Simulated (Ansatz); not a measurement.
## Ti, one cell by several methods

```yaml
crystal:
  lattice:
    - [0.00000, 2.05457, 2.05457]
    - [2.05457, 0.00000, 2.05457]
    - [2.05457, 2.05457, 0.00000]
  atoms:
    - { symbol: Ti, position: [0.00000, 0.00000, 0.00000] }
```

The conventional cell has a = 4.109 Å, b = 4.109 Å, c = 4.109 Å, α = 90.00°, β = 90.00°, γ = 90.00°. Around Ti (atom 1) lie 12 Ti at 2.91 Å.

Structure from Materials Project entry mp-6985 (possibly hypothetical), not relaxed further.

All numbers are computed: DFT, PBEsol, PAW with Ansatz's default frozen-core files, scalar-relativistic (Ansatz 0.2.0); DFT, PBEsol, all-electron LAPW, scalar-relativistic (Ansatz 0.2.0).

For PAW: a Γ-centred 14×14×14 k mesh, Fermi–Dirac smearing of 0.03 eV, cutoff 420 eV, no spin polarisation; the PAW files were made with PBE, and the program remakes their frozen cores for this functional. LAPW targets a basis error of 0.5 meV/atom. The Ansatz runs share mesh, smearing and spin set-up. Plane-wave (PAW) pressures include the program's estimate of the Pulay term.

Stress and pressure are positive in compression.

Levels count from the Fermi level.

```tsv
quantity	PAW	LAPW
pressure (GPa)	-4.18	-4.19
highest filled level at X (eV)	-1.717	-1.717
lowest empty level at X (eV)	2.834	2.835
highest filled level at Γ (eV)	-6.080	-6.080
lowest empty level at Γ (eV)	0.882	0.882
```
